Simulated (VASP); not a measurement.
# Li2O (Fm-3m) in VASP: further runs

The runs below take Li2O through single point, with PBE.

All numbers are computed with VASP 6.6.1; they aren't measurements. Logs are shortened: lines on timing, memory, paths and dates and some standing lists are left out, and cuts for length are marked.

## 1. The undisturbed crystal

It takes space group Fm-3m (No. 225, cubic). Conventional cell: a = 4.626 Å, b = 4.626 Å, c = 4.626 Å, α = 90.00°, β = 90.00°, γ = 90.00°. Li (site symmetry -43m) has 4 O at 2.00 Å as nearest neighbours. O (site symmetry m-3m) has 8 Li at 2.00 Å as nearest neighbours.

The cell comes from a database or a generator and needn't be the stable form of this composition.

## 2. Single point, PBE (the perfect crystal in a cell of 48 atoms)

File INCAR:

```
SYSTEM = Li2O
PREC     = Accurate       ! precision mode
ENCUT    = 520            ! plane-wave cutoff, eV
EDIFF    = 1E-6           ! SCF threshold, eV
ISMEAR   = 0              ! smearing method
SIGMA    = 0.01           ! smearing width, eV
LREAL    = Auto         
LASPH    = .TRUE.         ! aspherical terms in the spheres
NELM     = 100            ! most SCF steps
ALGO     = Fast           ! electronic algorithm
ISIF     = 2              ! what is computed and relaxed
LWAVE    = .FALSE.        ! write WAVECAR
LCHARG   = .FALSE.        ! write CHGCAR
GGA      = PE             ! functional
NBANDS   = 126            ! bands
```

File KPOINTS:

```
Automatic mesh
0
Gamma
  2 2 2
  0.5 0.5 0.5
```

File POSCAR:

```
Li2O
1.0
    4.6262035150      4.6262035150     -4.6262035150
   -4.6262035150     -4.6262035150     -4.6262035150
   -4.6262035150      4.6262035150      4.6262035150
Li O
32 16
Direct
    0.2500000000      0.0000000000      0.0000000000
    0.5000000000      0.7500000000      0.0000000000
    0.7500000000      0.5000000000      0.0000000000
    0.7500000000      0.0000000000      0.5000000000
    0.0000000000      0.0000000000      0.2500000000
    0.2500000000      0.7500000000      0.2500000000
    0.5000000000      0.5000000000      0.2500000000
    0.7500000000      0.2500000000      0.2500000000
    0.0000000000      0.2500000000      0.0000000000
    0.5000000000      0.0000000000      0.7500000000
    0.7500000000      0.7500000000      0.7500000000
    0.0000000000      0.7500000000      0.5000000000
    0.2500000000      0.5000000000      0.5000000000
    0.5000000000      0.2500000000      0.5000000000
    0.0000000000      0.5000000000      0.7500000000
    0.2500000000      0.2500000000      0.7500000000
    0.2500000000      0.5000000000      0.0000000000
    0.5000000000      0.2500000000      0.0000000000
    0.7500000000      0.0000000000      0.0000000000
    0.7500000000      0.5000000000      0.5000000000
    0.0000000000      0.5000000000      0.2500000000
    0.2500000000      0.2500000000      0.2500000000
    0.5000000000      0.0000000000      0.2500000000
    0.7500000000      0.7500000000      0.2500000000
    0.0000000000      0.7500000000      0.0000000000
    0.5000000000      0.5000000000      0.7500000000
    0.7500000000      0.2500000000      0.7500000000
    0.0000000000      0.2500000000      0.5000000000
    0.2500000000      0.0000000000      0.5000000000
    0.5000000000      0.7500000000      0.5000000000
    0.0000000000      0.0000000000      0.7500000000
    0.2500000000      0.7500000000      0.7500000000
    0.2500000000      0.0000000000      0.7500000000
    0.5000000000      0.7500000000      0.7500000000
    0.7500000000      0.5000000000      0.7500000000
    0.7500000000      0.0000000000      0.2500000000
    0.0000000000      1.0000000000      0.0000000000
    0.2500000000      0.7500000000      0.0000000000
    0.5000000000      0.5000000000      0.0000000000
    0.7500000000      0.2500000000      0.0000000000
    0.0000000000      0.2500000000      0.7500000000
    0.5000000000      0.0000000000      0.5000000000
    0.7500000000      0.7500000000      0.5000000000
    0.0000000000      0.7500000000      0.2500000000
    0.2500000000      0.5000000000      0.2500000000
    0.5000000000      0.2500000000      0.2500000000
    0.0000000000      0.5000000000      0.5000000000
    0.2500000000      0.2500000000      0.5000000000
```

Potentials or basis: VASP PAW PBE potentials, release 64 (Li_sv, O).

Run with:

```console
$ cat potpaw_PBE.64/Li_sv/POTCAR potpaw_PBE.64/O/POTCAR > POTCAR
$ mpirun -np 1 vasp_std > vasp.out
```

OUTCAR:

```text
SYSTEM = Li2O
   PREC = Accurate
   ENCUT = 520
   EDIFF = 1E-6
   ISMEAR = 0
   LREAL = Auto
   LASPH = .TRUE.
   NELM = 100
   ISIF = 2
   GGA = PE

 ion  position               nearest neighbor table
   1  0.250  0.000  0.000-  33 2.00  37 2.00  38 2.00  46 2.00  31 2.31  32 2.31  18 2.31  22 2.31
                            23 2.31  25 2.31
   2  0.500  0.750  0.000-  34 2.00  36 2.00  38 2.00  39 2.00  26 2.31  32 2.31  17 2.31  19 2.31
                            23 2.31  24 2.31
   3  0.750  0.500  0.000-  35 2.00  39 2.00  40 2.00  44 2.00  26 2.31  27 2.31  18 2.31  21 2.31
                            24 2.31  25 2.31
   4  0.750  0.000  0.500-  36 2.00  41 2.00  42 2.00  43 2.00  30 2.31  31 2.31  23 2.31  24 2.31
                            27 2.31  28 2.31
   5  0.000  0.000  0.250-  36 2.00  37 2.00  44 2.00  48 2.00  28 2.31  29 2.31  19 2.31  22 2.31
                            24 2.31  25 2.31
   6  0.250  0.750  0.250-  38 2.00  42 2.00  44 2.00  45 2.00  29 2.31  30 2.31  17 2.31  21 2.31
                            23 2.31  25 2.31
   7  0.500  0.500  0.250-  39 2.00  43 2.00  45 2.00  46 2.00  24 2.31  30 2.31  17 2.31  18 2.31
                            20 2.31  22 2.31
   8  0.750  0.250  0.250-  36 2.00  40 2.00  46 2.00  47 2.00  23 2.31  28 2.31  18 2.31  19 2.31
                            20 2.31  21 2.31
   9  0.000  0.250  0.000-  37 2.00  40 2.00  41 2.00  45 2.00  27 2.31  31 2.31  17 2.31  19 2.31
[... 75 lines left out ...]
  47  0.000  0.500  0.500-   8 2.00  12 2.00  13 2.00  15 2.00  20 2.00  21 2.00  28 2.00  32 2.00

  48  0.250  0.250  0.500-   5 2.00  13 2.00  14 2.00  16 2.00  22 2.00  26 2.00  28 2.00  29 2.00

  LATTYP: Found a body centered cubic cell.
 ALAT       =     9.2524070300

  Lattice vectors:

 A1 = (   4.6262035150,   4.6262035150,  -4.6262035150)
 A2 = (  -4.6262035150,  -4.6262035150,  -4.6262035150)
 A3 = (  -4.6262035150,   4.6262035150,   4.6262035150)

Analysis of symmetry for initial positions (statically):
=====================================================================
 Subroutine PRICEL returns following result:

  LATTYP: Found a face centered cubic cell.
 ALAT       =     4.6262035150

  Lattice vectors:

 A1 = (  -2.3131017575,  -2.3131017575,   0.0000000000)
 A2 = (   0.0000000000,  -2.3131017575,   2.3131017575)
 A3 = (  -2.3131017575,   0.0000000000,   2.3131017575)

  16 primitive cells build up your supercell.

 Routine SETGRP: Setting up the symmetry group for a
 body centered cubic supercell.

 Subroutine GETGRP returns: Found 48 space group operations
 (whereof 48 operations were pure point group operations)
[... 121 lines left out ...]
   EFERMI_NEDOS =   21; number of points for ismear=-14 and -15
   IALGO  =     68    algorithm
   IMIX   =      4    mixing-type and parameters
     AMIX     =   0.40;   BMIX     =  1.00
     AMIX_MAG =   1.60;   BMIX_MAG =  1.00
  volume/ion in A,a.u.               =       8.25        55.68
  Fermi-wavevector in a.u.,A,eV,Ry     =   1.286068  2.430316 22.503631  1.653970
  Thomas-Fermi vector in A             =   2.418164
   LORBIT       =      0    0 simple, 1 ext, 2 COOP (PROOUT), +10 PAW based schemes
   GGA     = PE    functional components
   LHFCALC =     F    Hartree Fock is set to
   AEXX    =    0.0000 exact exchange contribution
   IVDW    =     0    specifies the selected vdW correction
   LEPSILON=     F    determine dielectric tensor
   LRPA    =     F    only Hartree local field effects (RPA)
 non-spin polarized calculation
 RMM-DIIS sequential band-by-band and
 Gauss-broadening in eV      SIGMA  =   0.01
  energy-cutoff  :      520.00
  volume of cell :      396.04
 maximum number of plane-waves:     10684
   NGX = 29   NGY = 29   NGZ = 29

 number of electron     192.0000094 magnetization

 Free energy of the ion-electron system (eV)
  ---------------------------------------------------
  ext. energy  EPLUGINS =         0.00000000
  ---------------------------------------------------
  free energy    TOTEN  =      -229.53819419 eV

  energy without entropy =     -229.53819419  energy(sigma->0) =     -229.53819419

 E-fermi :   1.1724     XC(G=0):  -9.7336

 val. band max:        1.0915718912   @ k =  -0.2500   0.2500   0.2500
 cond. band min:       6.7417855125   @ k =  -0.2500   0.2500   0.2500
 fundamental gap:      5.6502136212
 Fermi energy:         1.1723784701

 k-point     1 :       0.2500    0.2500    0.2500
  band No.  band energies     occupation
      1     -41.6300      2.00000
      2     -41.6300      2.00000
      3     -41.6300      2.00000
      4     -41.6300      2.00000
      5     -41.5442      2.00000
      6     -41.5442      2.00000
[... 100 lines left out ...]
    107       8.2249      0.00000
    108       8.2254      0.00000

 k-point     2 :      -0.2500    0.2500    0.2500
  band No.  band energies     occupation
      1     -41.6658      2.00000
      2     -41.6038      2.00000
      3     -41.6038      2.00000
      4     -41.6038      2.00000
      5     -41.6038      2.00000
      6     -41.5756      2.00000
[... 100 lines left out ...]
    107       8.8438      0.00000
    108       8.8438      0.00000
 [bands above 108 left out]

------------------------ aborting loop because EDIFF is reached ----------------------------------------

  FORCE on cell =-STRESS in cart. coord.  units (eV):
  Direction    XX          YY          ZZ          XY          YZ          ZX
  --------------------------------------------------------------------------------------
  -------------------------------------------------------------------------------------
  Total       -0.1167565     -0.1167565     -0.1167565     -0.0000000     -0.0000000     -0.0000000
  in kB       -0.4723431     -0.4723431     -0.4723431     -0.0000000     -0.0000000     -0.0000000
  external PRESSURE =      -0.4723431 kB  Pullay stress =       0.0000000 kB

 VOLUME and BASIS-vectors are now :
 -----------------------------------------------------------------------------
  energy-cutoff  :      520.00
  volume of cell :      396.04
      direct lattice vectors                 reciprocal lattice vectors
     4.626203515  4.626203515 -4.626203515     0.000000000  0.108079984 -0.108079984
    -4.626203515 -4.626203515 -4.626203515    -0.108079984  0.000000000 -0.108079984
    -4.626203515  4.626203515  4.626203515    -0.108079984  0.108079984  0.000000000

 POSITION                                       TOTAL-FORCE (eV/Angst)
 -----------------------------------------------------------------------------------
      1.15655      1.15655     -1.15655         0.000000      0.000000      0.000000
     -1.15655     -1.15655     -5.78275         0.000000      0.000000      0.000000
      1.15655      1.15655     -5.78275         0.000000     -0.000000      0.000000
      1.15655      5.78275     -1.15655         0.000000     -0.000000      0.000000
     -1.15655      1.15655      1.15655         0.000000      0.000000      0.000000
     -3.46965     -1.15655     -3.46965         0.000000     -0.000000      0.000000
[... 40 lines left out ...]
     -4.62620      0.00000      0.00000        -0.000000     -0.000000      0.000000
     -2.31310      2.31310      0.00000        -0.000000     -0.000000      0.000000
 -----------------------------------------------------------------------------------
    total drift:                                0.000000      0.000000     -0.000000

  FREE ENERGIE OF THE ION-ELECTRON SYSTEM (eV)
  ---------------------------------------------------
  free  energy   TOTEN  =      -229.5381941906 eV

  energy  without entropy=     -229.5381941906  energy(sigma->0) =     -229.53819419
```

Wall time 8.7 min (1 thread of Intel Xeon Platinum 8488C (Sapphire Rapids), shared host); peak memory 0.47 GiB.

Results:

```
Free energy            : -229.5382 eV
Band gap on the k mesh : 5.65 eV
```

Caveat: the cutoff is under 1.25 times the usual one of these potentials, so pressure, stress and relaxed cells hold a basis-set (Pulay) error. A k mesh can miss the band edges.

[end of part 1 of 2]
